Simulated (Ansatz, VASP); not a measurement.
# One calculation of Ag, two programs

```xyz
1
Lattice="-1.6557 1.6557 1.6143 1.6557 -1.6557 1.6143 1.6557 1.6557 -1.6143" Properties=species:S:1:pos:R:3 pbc="T T T"
Ag    0.0000    0.0000    0.0000
```

Change from the starting cell: strain +0.000 along x and y, -0.025 along z, atoms carried along.

Alike in both runs: task single point; functional PBEsol; k mesh 20 × 20 × 20; occupations gaussian, width 0.15 eV; no spin polarisation.

|  | VASP | Ansatz |
| --- | --- | --- |
| version | VASP 6.6.1 | Ansatz 0.2.0 |
| potentials or method | VASP PAW PBE potentials, release 64 (Ag) | scalar-relativistic, plane waves, PAW |
| plane-wave cutoff (eV) | 520 | 420 |
| valence electrons in the cell | 11 | 19 |

|  | VASP | Ansatz | Ansatz less VASP |
| --- | --- | --- | --- |
| gap on the k mesh at the Fermi level (eV) | none | none | - |
| pressure (GPa) | -5.4 | -5.3 | +0.15 |
| largest component of the traceless stress (GPa) | 0.46 | 0.46 | +0.003 |

A gap of «none» marks a metal or a gap that the smearing closes. The two sets of potentials don't hold the same shells in valence.

Caveats: the PAW data sets were made with another functional, which shifts forces and pressure a little (VASP).
